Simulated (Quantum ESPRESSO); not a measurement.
# SiC (Moissanite) (P6_3mc) in Quantum ESPRESSO: a series of runs, part 2 of 3

Quantum ESPRESSO 7.5. Earlier steps stand in the parts before.

## (3) Dielectric tensor, PBEsol

pw.in reads:

```
&CONTROL
  calculation = 'scf'
  prefix = 'pwscf'
  outdir = './tmp'
  pseudo_dir = './pseudo'
  tprnfor = .true.
  tstress = .true.
  disk_io = 'low'
/
&SYSTEM
  ibrav = 0
  celldm(1) = 8
  nat = 4
  ntyp = 2
  ecutwfc = 82
  nbnd = 14
  occupations = 'smearing'
  smearing = 'fd'
  degauss = 0.00367493
/
&ELECTRONS
  conv_thr = 8d-10
  electron_maxstep = 120
  mixing_beta = 0.5
/
ATOMIC_SPECIES
Si    28.0850 Si.upf
C     12.0110 C.upf
CELL_PARAMETERS alat
  0.7265996949186   0.0000000000000   0.0000000000000
 -0.3632998474593   0.6292537941719   0.0000000000000
  0.0000000000000   0.0000000000000   1.1924171846389
ATOMIC_POSITIONS crystal
Si     0.6666666667    0.3333333333    0.5000000000
Si     0.3333333333    0.6666666667    0.0000000000
C      0.6666666667    0.3333333333    0.8850000000
C      0.3333333333    0.6666666667    0.3850000000
K_POINTS automatic
10 10 6 0 0 1
```

scf2.in reads:

```
&CONTROL
  calculation = 'scf'
  prefix = 'pwscf'
  outdir = './tmp'
  pseudo_dir = './pseudo'
  tprnfor = .true.
  tstress = .true.
  disk_io = 'low'
/
&SYSTEM
  ibrav = 0
  celldm(1) = 8
  nat = 4
  ntyp = 2
  ecutwfc = 82
  nbnd = 14
  occupations = 'fixed'
/
&ELECTRONS
  conv_thr = 1d-13
  electron_maxstep = 120
  mixing_beta = 0.5
  startingpot = 'file'
  startingwfc = 'file'
/
ATOMIC_SPECIES
Si    28.0850 Si.upf
C     12.0110 C.upf
CELL_PARAMETERS alat
  0.7265996949186   0.0000000000000   0.0000000000000
 -0.3632998474593   0.6292537941719   0.0000000000000
  0.0000000000000   0.0000000000000   1.1924171846389
ATOMIC_POSITIONS crystal
Si     0.6666666667    0.3333333333    0.5000000000
Si     0.3333333333    0.6666666667    0.0000000000
C      0.6666666667    0.3333333333    0.8850000000
C      0.3333333333    0.6666666667    0.3850000000
K_POINTS automatic
10 10 6 0 0 1
```

ph.in reads:

```
dielectric of SiC
&INPUTPH
  prefix = 'pwscf'
  outdir = './tmp'
  tr2_ph = 1d-18
  fildyn = 'dyn'
  niter_ph = 90
  alpha_mix(1) = 0.7
  epsil = .true.
  trans = .false.
  zeu = .true.
/
0.0000000000 0.0000000000 0.0000000000
```

Potentials or basis: PseudoDojo 0.4.1 SR PBEsol standard.

Run with:

```sh
> OMP_NUM_THREADS=1 pw.x -in pw.in > pw.out
> OMP_NUM_THREADS=1 pw.x -in scf2.in > scf2.out
> OMP_NUM_THREADS=1 ph.x -in ph.in > ph.out
```

pw.out:

```text
This program is part of the open-source Quantum ESPRESSO suite
     for quantum simulation of materials; please cite
[... 9 lines left out ...]
     --------------------
     sticks:   dense  smooth     PW     G-vecs:    dense   smooth      PW
     Sum         757     757    223                27991    27991    4367

     Using Slab Decomposition

     bravais-lattice index     =            0
     lattice parameter (alat)  =       8.0000  a.u.
     unit-cell volume          =     279.1382 (a.u.)^3
     number of atoms/cell      =            4
     number of atomic types    =            2
     number of electrons       =        16.00
     number of Kohn-Sham states=           14
     kinetic-energy cutoff     =      82.0000  Ry
     charge density cutoff     =     328.0000  Ry
     scf convergence threshold =      8.0E-10
     mixing beta               =       0.5000
     number of iterations used =            8  plain     mixing
     Exchange-correlation= PBESOL
                           (   1   4  10   8   0   0   0)

     celldm(1)=   8.000000  celldm(2)=   0.000000  celldm(3)=   0.000000
     celldm(4)=   0.000000  celldm(5)=   0.000000  celldm(6)=   0.000000

     crystal axes: (cart. coord. in units of alat)
               a(1) = (   0.726600   0.000000   0.000000 )
               a(2) = (  -0.363300   0.629254   0.000000 )
               a(3) = (   0.000000   0.000000   1.192417 )

     reciprocal axes: (cart. coord. in units 2 pi/alat)
               b(1) = (  1.376274  0.794592 -0.000000 )
               b(2) = (  0.000000  1.589184  0.000000 )
               b(3) = (  0.000000 -0.000000  0.838633 )

     PseudoPot. # 1 for Si read from file:
     Si.upf
     Pseudo is Norm-conserving + core correction, Zval =  4.0
     Generated using ONCVPSP code by D. R. Hamann
     Using radial grid of 1510 points,  6 beta functions with:
                l(1) =   0
                l(2) =   0
                l(3) =   1
                l(4) =   1
                l(5) =   2
                l(6) =   2

     PseudoPot. # 2 for C  read from file:
     C.upf
     Pseudo is Norm-conserving + core correction, Zval =  4.0
     Generated using ONCVPSP code by D. R. Hamann
     Using radial grid of 1248 points,  4 beta functions with:
                l(1) =   0
                l(2) =   0
                l(3) =   1
                l(4) =   1

     atomic species   valence    mass     pseudopotential
     Si                4.00    28.08500     Si( 1.00)
     C                 4.00    12.01100     C ( 1.00)

     12 Sym. Ops. (no inversion) found ( 6 have fractional translation)

   Cartesian axes

     site n.     atom                  positions (alat units)
         1        Si     tau(   1) = (   0.3632998   0.2097513   0.5962086  )
         2        Si     tau(   2) = (  -0.0000000   0.4195025   0.0000000  )
         3        C      tau(   3) = (   0.3632998   0.2097513   1.0552892  )
         4        C      tau(   4) = (  -0.0000000   0.4195025   0.4590806  )

     number of k points=    42  Fermi-Dirac smearing, width (Ry)=  0.0037
                       cart. coord. in units 2pi/alat
        k(    1) = (   0.0000000   0.0000000   0.0698861), wk =   0.0066667
        k(    2) = (   0.0000000   0.0000000   0.2096582), wk =   0.0066667
        k(    3) = (   0.0000000   0.0000000   0.3494303), wk =   0.0066667
        k(    4) = (   0.0000000   0.1589184   0.0698861), wk =   0.0400000
        k(    5) = (   0.0000000   0.1589184   0.2096582), wk =   0.0400000
        k(    6) = (   0.0000000   0.1589184   0.3494303), wk =   0.0400000
[... 34 lines left out ...]
        k(   41) = (   0.4128821   0.7151328   0.2096582), wk =   0.0400000
        k(   42) = (   0.4128821   0.7151328   0.3494303), wk =   0.0400000

     Dense  grid:    27991 G-vectors     FFT dimensions: (  36,  36,  60)

     Initial potential from superposition of free atoms

     starting charge      15.9987, renormalised to      16.0000
     Starting wfcs are   16 randomized atomic wfcs

     Self-consistent Calculation

     iteration #  1     ecut=    82.00 Ry     beta= 0.50
     Davidson diagonalization with overlap
     ethr =  1.00E-02,  avg # of iterations =  3.6

     total energy              =     -40.81046492 Ry
     estimated scf accuracy    <       0.85411235 Ry

     iteration #  2     ecut=    82.00 Ry     beta= 0.50
     Davidson diagonalization with overlap
     ethr =  5.34E-03,  avg # of iterations =  2.1

     total energy              =     -41.01772487 Ry
     estimated scf accuracy    <       0.04201328 Ry

     iteration #  3     ecut=    82.00 Ry     beta= 0.50
     Davidson diagonalization with overlap
     ethr =  2.63E-04,  avg # of iterations =  4.6
[... 29 lines left out ...]
     total energy              =     -41.02141155 Ry
     estimated scf accuracy    <       0.00000025 Ry

     iteration #  8     ecut=    82.00 Ry     beta= 0.50
     Davidson diagonalization with overlap
     ethr =  1.58E-09,  avg # of iterations =  1.6

     total energy              =     -41.02141158 Ry
     estimated scf accuracy    <       0.00000001 Ry

     iteration #  9     ecut=    82.00 Ry     beta= 0.50
     Davidson diagonalization with overlap
     ethr =  7.53E-11,  avg # of iterations =  3.3

     End of self-consistent calculation

          k = 0.0000 0.0000 0.0699 (  3495 PWs)   bands (ev):

    -5.9798  -2.6295   1.1813   8.1963   8.1963   9.4407   9.4407   9.5244
    14.3257  15.8601  16.1793  16.1793  17.1209  18.2963

          k = 0.0000 0.0000 0.2097 (  3525 PWs)   bands (ev):

    -5.7096  -3.4737   2.4723   8.1535   8.3426   8.3426   9.2508   9.2508
    14.5734  16.2876  16.2877  16.5131  16.8507  17.7789

          k = 0.0000 0.0000 0.3494 (  3556 PWs)   bands (ev):

    -5.1779  -4.4094   4.2719   6.2469   8.6093   8.6093   8.9406   8.9406
    15.0559  15.7363  16.5944  16.5944  17.1238  17.1238

          k = 0.0000 0.1589 0.0699 (  3502 PWs)   bands (ev):

    -5.8057  -2.4774   1.3401   7.2554   7.9041   8.7550   9.3313   9.4747
    14.7658  15.7026  16.3519  16.5708  17.2728  18.0430
[... 43 lines left out ...]
    -3.3948  -0.9381   1.6753   3.7470   4.0427   6.3305   7.2745   8.3035
    12.4682  13.8769  16.5554  17.0959  18.1153  19.5735

          k = 0.0000 0.6357 0.2097 (  3486 PWs)   bands (ev):

    -3.1517  -1.3735   1.5351   3.2101   5.0456   6.5326   7.8125   7.9474
    12.6008  13.2357  15.7206  17.1800  17.8938  19.4484

          k = 0.0000 0.6357 0.3494 (  3488 PWs)   bands (ev):

    -2.6841  -2.0454   1.8073   2.4175   6.5041   6.9148   7.4229   7.6655
    12.6911  13.2434  14.8514  15.7029  19.2361  20.6211

          k = 0.0000-0.7946 0.0699 (  3508 PWs)   bands (ev):

    -2.6242  -1.1962   1.5975   3.0273   4.4443   6.1947   6.5716   8.1950
    12.2496  13.6590  16.4729  16.9730  18.6643  19.1780

          k = 0.0000-0.7946 0.2097 (  3492 PWs)   bands (ev):

    -2.4072  -1.2562   1.1168   2.2942   5.5337   6.3987   7.3691   7.8322
    12.5434  12.8174  16.0654  16.4933  17.8029  19.3483

          k = 0.0000-0.7946 0.3494 (  3472 PWs)   bands (ev):

    -2.0106  -1.5500   1.0439   1.5169   6.7851   6.8454   7.2996   7.6848
    12.5616  12.9048  14.8163  14.9605  19.2183  20.6400

          k = 0.1376 0.2384 0.0699 (  3513 PWs)   bands (ev):

    -5.4606  -2.1812   1.6469   6.0610   7.0594   8.0065   8.9323   9.2765
    15.1998  15.2597  16.3729  16.9647  17.5409  17.9626

          k = 0.1376 0.2384 0.2097 (  3512 PWs)   bands (ev):

    -5.1934  -2.9961   2.8523   6.3066   6.9925   7.5857   8.6468   8.6633
    14.9451  15.3236  16.6282  16.8437  17.6616  17.8839

          k = 0.1376 0.2384 0.3494 (  3519 PWs)   bands (ev):

    -4.6684  -3.9117   4.4726   6.0254   6.8012   7.4851   7.9154   8.2202
    15.0700  15.3240  16.5683  16.6937  17.9916  18.1518
[... 93 lines left out ...]
    -1.9600  -1.0561   2.6426   2.8332   3.6143   5.3019   5.6932   6.3558
    12.2123  17.1398  17.4454  17.9883  19.0675  19.5246

          k = 0.4129 0.7151 0.2097 (  3505 PWs)   bands (ev):

    -1.7747  -1.0470   2.0383   2.6308   3.3202   5.1141   6.4207   7.2770
    13.2144  15.6017  16.4124  17.0840  19.1620  20.0631

          k = 0.4129 0.7151 0.3494 (  3502 PWs)   bands (ev):

    -1.4610  -1.1641   1.7492   2.0209   3.7203   4.3748   7.5837   7.9667
    14.4195  14.4558  15.3093  16.4079  19.3856  19.7139

     the Fermi energy is    10.7825 ev

!    total energy              =     -41.02141158 Ry
     estimated scf accuracy    <          2.0E-10 Ry
     smearing contrib. (-TS)   =      -0.00000000 Ry
     internal energy E=F+TS    =     -41.02141158 Ry

     The total energy is F=E-TS. E is the sum of the following terms:
     one-electron contribution =      11.12780013 Ry
     hartree contribution      =       4.66311921 Ry
     xc contribution           =     -15.02314172 Ry
     ewald contribution        =     -41.78918921 Ry

     convergence has been achieved in   9 iterations

     Forces acting on atoms (cartesian axes, Ry/au):

     atom    1 type  1   force =     0.00000000    0.00000000    0.02937595
     atom    2 type  1   force =    -0.00000000    0.00000000    0.02937595
     atom    3 type  2   force =     0.00000000    0.00000000   -0.02937595
     atom    4 type  2   force =     0.00000000   -0.00000000   -0.02937595

     Total force =     0.058752     Total SCF correction =     0.000001

     Computing stress (Cartesian axis) and pressure

          total   stress  (Ry/bohr**3)                   (kbar)     P=        3.00
   0.00013271  -0.00000000   0.00000000           19.52       -0.00        0.00
   0.00000000   0.00013271   0.00000000            0.00       19.52        0.00
   0.00000000   0.00000000  -0.00020426            0.00        0.00      -30.05

=------------------------------------------------------------------------------=
   JOB DONE.
=------------------------------------------------------------------------------=
```

Run time: 8.1 min. Hardware: 1 thread of Intel Xeon at 2.50GHz (Skylake/Cascade Lake), shared host; peak memory 0.09 GiB.

Results:

```
Free energy                             : -558.1247 eV
Pressure                                : 0.3 GPa
Largest force                           : 0.755 eV/Å
Electronic dielectric tensor (diagonal) : 6.95, 6.95, 7.52
Born charges (mean of the diagonal)     : Si +2.75; C -2.76 e
```

Forces in eV/Å, atoms in the order of the input:
```
Si   0.000  0.000  0.755
Si   0.000  0.000  0.755
C    0.000  0.000 -0.755
C    0.000  0.000 -0.755
```

Stress tensor (GPa, compression positive):
```
 1.95  0.00  0.00
 0.00  1.95  0.00
 0.00  0.00 -3.00
```

Electronic dielectric tensor:
```
6.95 0.00 0.00
0.00 6.95 0.00
0.00 0.00 7.52
```

Born effective charge tensors (e):
atom 1, Si
```
2.67 0.00 0.00
0.00 2.67 0.00
0.00 0.00 2.92
```
atom 2, Si
```
2.67 0.00 0.00
0.00 2.67 0.00
0.00 0.00 2.92
```
atom 3, C
```
-2.67  0.00  0.00
 0.00 -2.67  0.00
 0.00  0.00 -2.92
```
atom 4, C
```
-2.67  0.00  0.00
 0.00 -2.67  0.00
 0.00  0.00 -2.92
```

[end of part 2 of 3]
